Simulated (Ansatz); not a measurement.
# HfO2 (Fm-3m) under biaxial strain in the (001) plane, part 2 of 3

Aim: how do the optical modes of HfO2 (Fm-3m) shift and split under this strain?

Ansatz 0.2.0; DFT PBEsol, scalar-relativistic, plane waves, PAW; PAW set soft_1.

So far. Step 4 (Tight relaxation): The forces vanish by symmetry and the pressure is 0.002 GPa, within the tolerances set. The cell now holds 10.70 Å³/atom.

## 5. Modes at rest

The modes at rest are the reference of the series, and the response to a field gives the dielectric tensor and the Born charges.

Input file input.yaml:

```yaml
crystal:
  lattice:
    - [0.0, 2.5222544531, 2.5222544531]
    - [2.5222544531, 0.0, 2.5222544531]
    - [2.5222544531, 2.5222544531, 0.0]
  atoms:
    - { symbol: O, position: [0.25, 0.25, 0.25] }
    - { symbol: O, position: [0.75, 0.75, 0.75] }
    - { symbol: Hf, position: [0.0, 0.0, 0.0] }
kpoints:
  mp_grid: { grid: [8, 8, 8] }
hamiltonian:
  xc: pbesol
  pseudopotentials: { kind: paw, azcp: { folder: soft_1 }, xc_functional: pbe }
scf:
  occupations: { method: fixed }
output:
  eigenvalues: true
phonons:
  method: dfpt
  dielectric: true
  rigid_motions: translations
```

The run is started by

```bash
$ ansatz run input.yaml --threads 4 --pin off --max-ram 10240MiB --backend cpu --events-out ev --progress --plain --runs-dir out
```

Numbers of over 12 decimals in the logs are rounded to 6 here.

The program printed:

```text
[...]
Crystal: 3 atoms, lattice volume = 32.092 Å³
Basis set: ecut = 420 eV, 609 PW (Γ), exchange–correlation on 48×48×48 points (8 copies of the dense FFT grid, shifted against one another)
Bands: 23, of which v1, the nominal top of the filled ones, is band 19 counted from 1 (18 counted from 0)
Symmetry: 48 space group operations
k-points: 95 of 512 (irreducible under 4 space group operations, time reversal used)
[...]
SCF iter   1: F=—  HF=-16726.434860 eV  |F-HF|=—  |Δ(HF+E_count)|=         —  Δρ=9.04e-2  dr2=1.92e0  ethr=3.10e-3  ⟨swp⟩=4.2  Hψ=7191  notcnv=0  defer=183
[...]
SCF iter  10: F=-16725.850658 eV  HF=-16725.850658 eV  |F-HF|=0.00e0  |Δ(HF+E_count)|=  2.55e-11  Δρ=3.97e-8  dr2=3.07e-13  ethr=1.00e-12  ⟨swp⟩=6.3  Hψ=10939  notcnv=0
SCF 1 converged in 10 iterations: F = -16725.850658 eV  dr2 = 3.07e-13
[...]
DFPT response loops at Γ: preconditioner auto → none (the input reference at scf.mixing.eps_inf says where Resta's filter doesn't serve); β = 0.50; Broyden in place of MSR1
SCF converged after 10 iterations
Free energy (F): -16725.850658 eV
[...]
Internal energy: -16725.850658 eV  (E = F + TS)
E sigma→0 (E₀):  -16725.850658 eV
Fermi energy:    14.968269 eV
[...]
--- Band table (eV; the first three rows and the last of 95) ---
  k-point 0: bands = [... 15 lower, 9.4160, 14.3343, 14.3343, 14.3343, 18.7760, 18.7760, 20.6746, 25.5706]
  k-point 1: bands = [... 15 lower, 9.8688, 13.8622, 14.0325, 14.0325, 19.0822, 19.0822, 21.2893, 24.8262]
  k-point 2: bands = [... 15 lower, 10.8976, 12.9268, 13.4935, 13.4935, 19.5348, 19.5348, 21.9327, 24.2584]
  k-point 94: bands = [... 15 lower, 12.3103, 12.3103, 13.4790, 14.7536, 19.7374, 20.1012, 22.1286, 22.1286]
--- Phonons (Γ-DFPT): 2 representative perturbations + reference, on 95 of 512 k-points (Σ response iterations 9) ---
  k mesh reduced under 4 symmetry operations, with k and −k counted as one. Each operation leaves every solved perturbation unchanged. A smaller set is not considered because the run solves the response to a homogeneous field
  ASR residual: 1.452e-5 → 0.000e0 eV/Å²; symmetrization residual: 5.731e-7 eV/Å²
  ASR residual per site (eV/Å²): 1.45e-5 1.45e-5 6.31e-6
  Γ frequencies (cm⁻¹): 0.00 0.00 0.00 236.31 236.31 236.31 580.25 580.25 580.25
  ε∞ (high-frequency dielectric tensor):
        5.379543    -0.000000     0.000000
        0.000000     5.379543     0.000000
        0.000000    -0.000000     5.379543
  ε⁰ (static dielectric tensor: ions relaxed, cell fixed):
       36.696778    -0.000000     0.000000
       -0.000000    36.696778    -0.000000
        0.000000    -0.000000    36.696778
  ε⁰ − ε∞ (ionic part):
       31.317234    -0.000000     0.000000
       -0.000000    31.317234    -0.000000
        0.000000    -0.000000    31.317234
  softest optical mode at Γ: 236.31 cm⁻¹; the repairs (sum rule, projections) moved no ω² at Γ by more than (0.58 cm⁻¹)²
  Born effective charges Z* (e; rows j = field, columns β = displacement):
    site 0:
        -2.78159    0.00000   -0.00000
         0.00000   -2.78159   -0.00000
         0.00000    0.00000   -2.78159
    site 1:
        -2.78159    0.00000   -0.00000
         0.00000   -2.78159   -0.00000
         0.00000    0.00000   -2.78159
    site 2:
         5.56318   -0.00000    0.00000
         0.00000    5.56318    0.00000
         0.00000   -0.00000    5.56318
  Z* charge neutrality: 9.364e-6 e pre-enforcement
  k-mesh period / interband length: 28.5 Å / 1.37 Å = 20.90 at k = (0.0000, 0.0000, 0.0000), direct gap 4.442 eV — 14 or more, which is no proof of convergence
  optical modes at Γ without the LO–TO term, one row a degenerate level:
      ω (cm⁻¹)  modes    IR ((D/Å)²/amu)
        236.31      3            78.9444
        580.25      3             0.0000
  optical modes at Γ + LO–TO along q̂ = [1.0000, 0.0000, 0.0000]:
      ω (cm⁻¹)  modes    IR ((D/Å)²/amu)
        236.31      2            52.6296
        580.25      3             0.0000
        617.21      1            26.3148
  optical modes at Γ + LO–TO along q̂ = [0.0000, 1.0000, 0.0000]:
      ω (cm⁻¹)  modes    IR ((D/Å)²/amu)
        236.31      2            52.6296
        580.25      3             0.0000
        617.21      1            26.3148
  optical modes at Γ + LO–TO along q̂ = [0.0000, 0.0000, 1.0000]:
      ω (cm⁻¹)  modes    IR ((D/Å)²/amu)
        236.31      2            52.6296
        580.25      3             0.0000
        617.21      1            26.3148
```

Wall time 7.7 s (4 threads of Intel Xeon Platinum 8559C (Emerald Rapids), shared host); peak memory 0.64 GiB; 26 s of CPU time.

Reading the cycles: dr2 is the Hartree energy of the density residual (eV), the measure of convergence; HF is the Harris–Foulkes estimate of the energy, which meets the free energy F at convergence.

This step gave:

- sum-rule residual before enforcement: 1.45e-5 eV/Å²
- miss of the charge sum rule: 9.36e-6 e
- point group: m-3m
- highest optical mode at the zone centre (no LO-TO term): 580.2 cm⁻¹
- lowest optical zone-centre mode: 236.3 cm⁻¹
- mean high-frequency dielectric constant: 5.380
- largest Born charge (third of the trace): 5.563 e
- mean static dielectric constant: 36.70
- top of the zone-centre spectrum with the field: 617.2 cm⁻¹

Without the LO-TO term. Patterns of degenerate modes are one choice out of their space. Modes at Γ, with each element's share of the kinetic energy:

```
mode  frequency (cm⁻¹)  symmetry  O %  Hf %
   1               0.0  acoustic   15    85
   2               0.0  acoustic   15    85
   3               0.0  acoustic   15    85
   4             236.3       T1u   85    15
   5             236.3       T1u   85    15
   6             236.3       T1u   85    15
   7             580.2       T2g  100     0
   8             580.2       T2g  100     0
   9             580.2       T2g  100     0
```

Displacements in mode 6 (236.3 cm⁻¹), the largest set to 1:
```
O1  -0.33  1.00  0.11
O2  -0.33  1.00  0.11
Hf3  0.06 -0.18 -0.02
```

Displacements in mode 9 (580.2 cm⁻¹), the largest set to 1:
```
O1   0.00  0.57 -1.00
O2   0.00 -0.57  1.00
Hf3  0.00  0.00  0.00
```

Optical modes at the zone centre, without and with the macroscopic field of the longitudinal modes; each column is sorted by frequency, so a row need not hold one and the same mode. Modes with and without the field, by row:

```
rank among optical modes  no field (cm⁻¹)  q along (1, 0, 0) (cm⁻¹)
                       1            236.3                     236.3
                       2            236.3                     236.3
                       3            236.3                     580.2
                       4            580.2                     580.2
                       5            580.2                     580.2
                       6            580.2                     617.2
```

Born charge (rows field, columns displacement) (e), principal values of the symmetric part by kind of site:

```
atom  atoms with these values    low  middle   high   mean
  O1                        2  -2.78   -2.78  -2.78  -2.78
 Hf3                        1   5.56    5.56   5.56   5.56
```

In full for O1:

```
-2.78  0.00  0.00
 0.00 -2.78  0.00
 0.00  0.00 -2.78
```

High-frequency dielectric tensor:

```
5.38 0.00 0.00
0.00 5.38 0.00
0.00 0.00 5.38
```

Static dielectric tensor (ions relaxed, fixed cell):

```
36.70  0.00  0.00
 0.00 36.70  0.00
 0.00  0.00 36.70
```

Transverse modes. Infrared lines, with heights relative to the strongest:

```
position (cm⁻¹)  label  relative intensity
            236    T1u                 100
            580    T2g                 0.0
```

Before it was imposed, the acoustic sum rule was missed by 1.5e-5 eV/Å² and the charge sum rule by 9.4e-6 e. Small misses are needed for a sound result but don't prove that mesh and cutoff are converged. The lowest optical mode is real, 236 cm⁻¹.

## 6. A member of the series: biaxial strain of +4 % in the (001) plane

The cell takes a biaxial strain of +4 % in the (001) plane. The strained lengths are held, while the rest of the cell and the atoms relax.

input.yaml, the sections that differ from step 5:

```yaml
crystal:
  lattice:
    - [0.0, 2.6231446312, 2.4966299038]
    - [2.6231446312, 0.0, 2.4966299038]
    - [2.6231446312, 2.6231446312, 0.0]
  atoms:
    - { symbol: O, position: [0.25, 0.25, 0.25] }
    - { symbol: O, position: [0.75, 0.75, 0.75] }
    - { symbol: Hf, position: [0.0, 0.0, 0.0] }
  conventional_axes: [[-1, 1, 1], [1, -1, 1], [1, 1, -1]]
output:
  forces: true
  stress: true
  eigenvalues: true
relax:
  adjacent_minimum: "off"
  f_tol: 0.001
  max_steps: 60
  cell: { stress_tol: 0.01, fix: [a, b, gamma] }
# kpoints, hamiltonian, scf: as in step 5
# phonons: removed
```

The program printed:

```text
[...]
Crystal: 3 atoms, lattice volume = 34.358 Å³
Basis set: ecut = 420 eV, 661 PW (Γ), exchange–correlation on 50×50×50 points (8 copies of the dense FFT grid, shifted against one another)
Bands: 23, of which v1, the nominal top of the filled ones, is band 19 counted from 1 (18 counted from 0)
Symmetry: 16 space group operations
[...]
k-points: 59 of 512
[...]
k-point 58: bands = [... 15 lower, 10.3008, 12.1035, 12.1035, 14.1254, 17.2401, 18.9197, 20.3558, 21.6217]
--- Relaxed structure (5 steps of the walk, 5 accepted, 2 SCFs on fresh bases) ---
[...]
cell:  # Å, volume = 34.2581 Å³
    - [0.0, 2.6231446312, 2.489366]
    - [2.6231446312, 0, 2.489366]
    - [2.6231446312, 2.6231446312, 0]
  atoms:
    - { symbol: O, position: [0.25, 0.25, 0.25] }
    - { symbol: O, position: [0.75, 0.75, 0.75] }
    - { symbol: Hf, position: [0, 0, 0] }
[key lines of the parts left out:]
SCF converged after 6 iterations
Free energy (F): -16725.659296 eV
Fermi energy:    14.125418 eV
P = ⅓ Tr σ = -14.9384 GPa (-149.384 kbar)
```

Wall time 3.2 s (4 threads); peak memory 0.42 GiB.

Step by step:

```
step  energy less that of the first step (eV)  largest force component (eV/Å)  pressure (GPa)  volume (Å³)
   1                                   0.0000                          0.0000          -15.53        34.36
   2                                  -0.0007                          0.0000          -14.37        34.17
   3                                  -0.0008                          0.0000          -14.94        34.26
   4                                  -0.0008                          0.0000          -14.93        34.26
  5*                                  -0.0005                          0.0000          -14.95        34.26
   6                                  -0.0005                          0.0000          -14.94        34.26
  7*                                  -0.0005                          0.0000          -14.94        34.26
```

Relaxation steps marked * repeat the geometry before them on a plane-wave basis chosen anew for their cell, so energy and pressure can jump there.

The run keeps the 16 symmetry operations that it works with, so distortions that break them were not tested.

```
conventional cell, symmetrised  before  after  change
                         a (Å)   3.710  3.710  -0.0 %
                         b (Å)   3.710  3.710  -0.0 %
                         c (Å)   4.993  4.979  -0.3 %
              volume (Å³/atom)   11.45  11.42  -0.3 %
```

Final coordinates:

```cif
data_structure
_symmetry_space_group_name_H-M 'P 1'
_symmetry_Int_Tables_number 1
_cell_length_a 3.6163
_cell_length_b 3.6163
_cell_length_c 3.7097
_cell_angle_alpha 59.142
_cell_angle_beta 59.142
_cell_angle_gamma 61.715
_cell_volume 34.26
loop_
_atom_site_label
_atom_site_type_symbol
_atom_site_fract_x
_atom_site_fract_y
_atom_site_fract_z
_atom_site_occupancy
O1 O 0.25000 0.25000 0.25000 1
O2 O 0.75000 0.75000 0.75000 1
Hf3 Hf 0.00000 0.00000 0.00000 1
```

Numbers from this step:

```yaml
pressure: -14.94 GPa
gap_on_the_k_mesh: 3.018 eV
volume_per_atom: 11.42 Å³
```

The forces vanish by symmetry.

The cell shrank by 0.3 % in volume.

## 7. Zone-centre modes of the member: biaxial strain of +4 % in the (001) plane

The zone-centre modes follow for biaxial strain of +4 % in the (001) plane, with the response to a field.

input.yaml, the sections that differ from step 6:

```yaml
crystal:
  lattice:
    - [0.0, 2.6231446312, 2.4893661322]
    - [2.6231446312, 0.0, 2.4893661322]
    - [2.6231446312, 2.6231446312, 0.0]
  atoms:
    - { symbol: O, position: [0.25, 0.25, 0.25] }
    - { symbol: O, position: [0.75, 0.75, 0.75] }
    - { symbol: Hf, position: [0.0, 0.0, 0.0] }
output:
  eigenvalues: true
phonons:
  method: dfpt
  dielectric: true
  rigid_motions: translations
# kpoints, hamiltonian, scf: as in step 6
# relax: removed
```

The program printed:

```text
[...]
Crystal: 3 atoms, lattice volume = 34.258 Å³
Basis set: ecut = 420 eV, 661 PW (Γ), exchange–correlation on 50×50×50 points (8 copies of the dense FFT grid, shifted against one another)
Bands: 23, of which v1, the nominal top of the filled ones, is band 19 counted from 1 (18 counted from 0)
Symmetry: 16 space group operations
k-points: 260 of 512 (irreducible under 1 space group operation, time reversal used)
[...]
SCF iter   1: F=—  HF=-16726.237088 eV  |F-HF|=—  |Δ(HF+E_count)|=         —  Δρ=9.10e-2  dr2=2.02e0  ethr=3.10e-3  ⟨swp⟩=4.0  Hψ=19604  notcnv=0  defer=508
[...]
SCF iter   9: F=-16725.659296 eV  HF=-16725.659296 eV  |F-HF|=2.91e-11  |Δ(HF+E_count)|=   2.18e-9  Δρ=7.43e-7  dr2=6.43e-11  ethr=1.00e-12  ⟨swp⟩=6.8  Hψ=42840  notcnv=0
SCF 1 converged in 9 iterations: F = -16725.659296 eV  dr2 = 6.43e-11
[...]
NSCF: frozen V_eff on 3 k-points
[...]
SCF converged after 9 iterations
Free energy (F): -16725.659296 eV
[...]
Internal energy: -16725.659296 eV  (E = F + TS)
E sigma→0 (E₀):  -16725.659296 eV
Fermi energy:    14.125421 eV
[...]
--- Band table (eV; the first three rows and the last of 260) ---
  k-point 0: bands = [... 15 lower, 8.6442, 12.9276, 12.9276, 13.6144, 17.1439, 17.4777, 19.1222, 23.4917]
  k-point 1: bands = [... 15 lower, 9.0167, 12.5250, 12.6687, 13.2580, 17.4505, 17.7494, 19.6931, 22.8642]
  k-point 2: bands = [... 15 lower, 9.9239, 11.7032, 12.2131, 12.6132, 17.9655, 18.0900, 20.3367, 22.3402]
  k-point 259: bands = [... 15 lower, 10.7119, 11.0821, 11.9091, 12.0072, 17.9858, 18.1851, 20.1806, 22.3364]
[...]
k mesh reduced under 1 symmetry operation, with k and −k counted as one. Each operation leaves every solved perturbation unchanged. A smaller set is not considered because the run solves the response to a homogeneous field
  ASR residual: 3.221e-4 → 0.000e0 eV/Å²; symmetrization residual: 8.177e-7 eV/Å²
  ASR residual per site (eV/Å²): 3.22e-4 3.22e-4 1.03e-4
  Γ frequencies (cm⁻¹): 0.00 0.00 0.00 149.85 149.85 174.60 490.94 490.94 583.51
  ε∞ (high-frequency dielectric tensor):
        5.578371     0.000000     0.000000
        0.000000     5.578371     0.000000
        0.000000     0.000000     5.215221
  ε⁰ (static dielectric tensor: ions relaxed, cell fixed):
       81.455966     0.000000    -0.000000
        0.000000    81.455966     0.000000
       -0.000000     0.000000    54.125996
  ε⁰ − ε∞ (ionic part):
       75.877595     0.000000    -0.000000
        0.000000    75.877595     0.000000
       -0.000000     0.000000    48.910775
[...]
Born effective charges Z* (e; rows j = field, columns β = displacement):
    site 0:
        -2.83659    0.00000    0.00000
         0.00000   -2.83659    0.00000
         0.00000   -0.00000   -2.65360
    site 1:
        -2.83659    0.00000    0.00000
         0.00000   -2.83659   -0.00000
        -0.00000   -0.00000   -2.65360
    site 2:
         5.67317    0.00000    0.00000
         0.00000    5.67317    0.00000
        -0.00000    0.00000    5.30720
  Z* charge neutrality: 1.807e-5 e pre-enforcement
[...]
optical modes at Γ without the LO–TO term, one row a degenerate level:
      ω (cm⁻¹)  modes    IR ((D/Å)²/amu)
        149.85      2            54.7314
        174.60      1            23.9489
        490.94      2             0.0000
        583.51      1             0.0000
  optical modes at Γ + LO–TO along q̂ = [1.0000, 0.0000, 0.0000]:
      ω (cm⁻¹)  modes    IR ((D/Å)²/amu)
        149.85      1            27.3657
        174.60      1            23.9489
        490.94      2             0.0000
        572.60      1            27.3657
        583.51      1             0.0000
  optical modes at Γ + LO–TO along q̂ = [0.0000, 1.0000, 0.0000]:
      ω (cm⁻¹)  modes    IR ((D/Å)²/amu)
        149.85      1            27.3657
        174.60      1            23.9489
        490.94      2             0.0000
        572.60      1            27.3657
        583.51      1             0.0000
  optical modes at Γ + LO–TO along q̂ = [0.0000, 0.0000, 1.0000]:
      ω (cm⁻¹)  modes    IR ((D/Å)²/amu)
        149.85      2            54.7314
        490.94      2             0.0000
        562.48      1            23.9489
        583.51      1             0.0000
```

It took 32 s on 4 threads; peak memory 1.1 GiB.

Numbers from this step:

```
sum-rule residual before enforcement                    : 3.22e-4 eV/Å²
miss of the charge sum rule                             : 1.81e-5 e
point group                                             : 4/mmm
highest optical mode at the zone centre (no LO-TO term) : 583.5 cm⁻¹
lowest optical zone-centre mode                         : 149.8 cm⁻¹
mean high-frequency dielectric constant                 : 5.457
largest Born charge (third of the trace)                : 5.551 e
mean static dielectric constant                         : 72.35
top of the zone-centre spectrum with the field          : 583.5 cm⁻¹
```

Without the LO-TO term. Patterns of degenerate modes are one choice out of their space. Modes at Γ, with each element's share of the kinetic energy:

```
mode  frequency (cm⁻¹)  symmetry  O %  Hf %
   1               0.0  acoustic   15    85
   2               0.0  acoustic   15    85
   3               0.0  acoustic   15    85
   4             149.8        Eu   85    15
   5             149.8        Eu   85    15
   6             174.6       A2u   85    15
   7             490.9        Eg  100     0
   8             490.9        Eg  100     0
   9             583.5       B1g  100     0
```

Displacements in mode 4 (149.8 cm⁻¹), the largest set to 1:
```
O1  -0.75  1.00  0.00
O2  -0.75  1.00  0.00
Hf3  0.13 -0.18  0.00
```

Displacements in mode 6 (174.6 cm⁻¹), the largest set to 1:
```
O1   0.00  0.00  1.00
O2   0.00  0.00  1.00
Hf3  0.00  0.00 -0.18
```

Transverse modes. Lines of the infrared spectrum (strongest = 100):

```
position (cm⁻¹)  label  relative intensity
            150     Eu                 100
            175    A2u                  44
            491     Eg                 0.0
            584    B1g                 0.0
```

Without the LO-TO term the lowest optical mode is real, 150 cm⁻¹, and the highest lies at 583.5 cm⁻¹.

[end of part 2 of 3]

[Logs are printed without paths, hosts, clocks, repeated set-up lines and the standing remarks that a program may print on its own settings, such as how far it seeks lower states.]

[Hosts, paths, dates, database ids (printed as entryN), source tags and the programs' standing remarks are cut or masked in the printed files.]
